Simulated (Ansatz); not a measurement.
**CoO: single point with PBE**

Crystal: CoO.

```
Co O
1.0
    -1.50800    1.50800    2.10725
     1.50800   -1.50800    2.10725
     1.50800    1.50800   -2.10725
Co O
1 1
Cartesian
  0.0000 0.0000 0.0000
  0.0000 0.0000 2.1073
```

```yaml
Program: Ansatz 0.2.0
Task: single point
Functional: PBE
Potentials_or_basis: Ansatz PAW
Cutoff: "420 eV (not typed: the program's choice for these potentials)"
k_mesh: 10 × 10 × 10
Occupations: fermi-dirac, width 0.05 eV
Spin: collinear spin, ferromagnetic start
Starting_moments: "[0.5, 0.0] μB"
Fixed_moment: 0.5 μB
```

The pressure is -17.0 GPa. The net moment is 0.50 μB per cell, the absolute moment is 0.56 μB per cell and the site moments are Co +0.49; O -0.03 μB.

Stress tensor (GPa, compression positive):
```
-17.15   0.00   0.00
  0.00 -17.15   0.00
  0.00   0.00 -16.55
```

Run time: 5.2 s on 2 threads of Arm Neoverse V1, with other jobs on the host, peak memory 0.32 GiB.

Caveat: the pressure holds a Pulay correction of +0.7 GPa for the finite cutoff; the total moment is fixed, so each spin has its own Fermi level; a cell with one magnetic atom can't hold antiferromagnetic order, which such compounds often take; the thresholds are loose for stress.
